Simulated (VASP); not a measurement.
Write the native input for VASP 6.6.1 that does the following.

| Quantity | Value |
| --- | --- |
| Task | relaxation of cell and atoms |
| Functional | PBE |
| Dispersion | D3(BJ) |
| Potentials or basis | VASP PAW PBE potentials, release 64 (Ge_d, S) |
| Cutoff | 600 eV |
| k mesh | 4 × 8 × 6 |
| Occupations | gaussian, width 0.03 eV |
| Spin | no spin polarisation |
| Further INCAR settings | ALGO = Normal; EDIFF = 1e-07; IBRION = 2; EDIFFG = -0.005; NSW = 90; ISIF = 3 |

The structure of GeS lies in POSCAR:

```
GeS                                     
1.0
   10.6556368386      0.0000000000      0.0000000000
    0.0000000000      3.6852456740     -0.0000000000
    0.0000000000      0.0000000000      4.3487614144
  Ge              S             
     4     4
Direct
     0.1247446449798914    0.2500000000000000    0.1326708122127630
     0.3752553550201084    0.7500000000000000    0.6326708122127630
     0.6247446449798910    0.2500000000000000    0.3673291877872368
     0.8752553550201090    0.7500000000000000    0.8673291877872371
     0.8495030919728208    0.2500000000000000    0.4964607832448492
     0.6504969080271792    0.7500000000000000    0.9964607832448495
     0.3495030919728208    0.2500000000000000    0.0035392167551509
     0.1504969080271793    0.7500000000000000    0.5035392167551505
```

One way to write it, as run:

INCAR

```
PREC     = Accurate       # precision mode
ENCUT    = 600            # plane-wave cutoff, eV
EDIFF    = 1E-7           # SCF threshold, eV
ISMEAR   = 0              # smearing method
SIGMA    = 0.03           # smearing width, eV
LREAL    = F              # projectors in reciprocal space
LASPH    = T              # aspherical terms in the spheres
NELM     = 80             # most SCF steps
ALGO     = Normal         # electronic algorithm
ISIF     = 3              # what is computed and relaxed
LWAVE    = F              # write WAVECAR
LCHARG   = F              # write CHGCAR
GGA      = PE             # functional
IVDW     = 12             # dispersion correction
IBRION   = 2              # ionic algorithm
NSW      = 90             # ionic steps
EDIFFG   = -0.005         # ionic threshold
KPAR     = 2
```

KPOINTS

```
Automatic mesh
0
Gamma
  4 8 6
```

Potentials or basis: VASP PAW PBE potentials, release 64 (Ge_d, S).

Launch:

```bash
$ cat potpaw_PBE.64/Ge_d/POTCAR potpaw_PBE.64/S/POTCAR > POTCAR
$ mpirun -np 2 vasp_std > vasp.out
```

It gave:

```
Energy gained by relaxing    : 0.0 meV/atom
Ionic steps                  : 2
Pressure after relaxing      : 0.0 GPa
Largest force after relaxing : 0.003 eV/Å
Band gap on the k mesh       : 1.22 eV, indirect (least direct gap 1.25 eV)
Dispersion energy per atom   : -0.327 eV
```

Run time: 3.8 min on 2 MPI ranks on Intel(R) Xeon(R) 6975P-C (Granite Rapids), on a shared host, peak memory 0.6 GiB a rank.
